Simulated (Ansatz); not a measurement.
SrTe in the rocksalt structure

Computed with Ansatz (plane waves, PAW, 420 eV cutoff): PBEsol, scalar-relativistic, no spin polarisation, 8×8×8 k-mesh, Gaussian smearing of 0.05 eV. The datasets are Ansatz's generated set soft_2.

```
Sr Te
1.0
     0.00000    3.30387    3.30387
     3.30387    0.00000    3.30387
     3.30387    3.30387    0.00000
Sr Te
1 1
Direct
  0.50000 0.50000 0.50000
  0.00000 0.00000 0.00000
```

The compound is reported in the structure type of the start.

The cell above was scaled in volume, its shape and atoms being fixed by the lattice's symmetry. Energies are counted from the cell above.

Cell and atoms are those of this level's equilibrium.

| V (Å³/atom) | ΔE (meV/atom) | P (GPa) | gap on the mesh (eV) |
| --- | --- | --- | --- |
| 34.62 | 6.8 | 1.57 | 1.45 |
| 35.34 | 1.6 | 0.74 | 1.51 |
| 36.06 | 0.0 | -0.02 | 1.57 |
| 36.78 | 1.6 | -0.69 | 1.62 |
| 37.51 | 6.1 | -1.30 | 1.67 |

**Question.** What do the points give for the equilibrium volume, the bulk modulus and its pressure derivative (third-order Birch–Murnaghan)?

**Answer.** V0 = 36.05 Å³/atom, B0 = 36 GPa, B0′ = 4.2.

B0·V0 = 35.7 GPa × 36.05 Å³ = 8.03 eV/atom sets the scale: near the minimum ΔE ≈ ½ B0 V0 x², with x = V/V0 − 1, and a pressure of 0.4 GPa squeezes the volume by about 1 %. At the ends of the curve: x = −4.0 % predicts 6.3 meV/atom and the run gives 6.8; x = +4.0 % predicts 6.6 meV/atom and the run gives 6.1. The curve is steeper than the parabola on the compressed side and flatter on the expanded side: the bulk modulus rises with pressure.

Kohn–Sham gaps of semilocal functionals lie under measured ones, often by a third or more. No spin–orbit coupling, a notable omission for heavy elements.
